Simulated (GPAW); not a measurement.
The system is BP.

```
P B
1.0
     3.20885    0.00000    0.00000
     1.60443    2.77895    0.00000
     1.60443    0.92632    2.62002
P B
1 1
Direct
  0.75000 0.75000 0.75000
  0.00000 0.00000 0.00000
```

Base run:

```yaml
Program: GPAW 26.7.0
Functional: optPBE-vdW
Potentials_or_basis: GPAW PAW data sets (gpaw-data 1.2.1)
Cutoff: 800 eV
Basis: pw
k_mesh: 10 × 10 × 10
Occupations: fermi-dirac, width 0.05 eV
Spin: no spin polarisation
```

Its results: band gap on the k mesh 1.39 eV, indirect (least direct gap 3.48 eV).

Question: The run is repeated on the same cell with these changes: functional from optPBE-vdW to TB-mBJ; potentials or basis from GPAW PAW data sets (gpaw-data 1.2.1) to GPAW PAW data sets for LDA (gpaw-data 1.2.1). What comes out?

Answer: Band gap on the k mesh 1.90 eV, indirect (least direct gap 4.13 eV).

Caveats: a model potential gives levels but no total energy (some runs).

Not every run made on this cell is shown here.
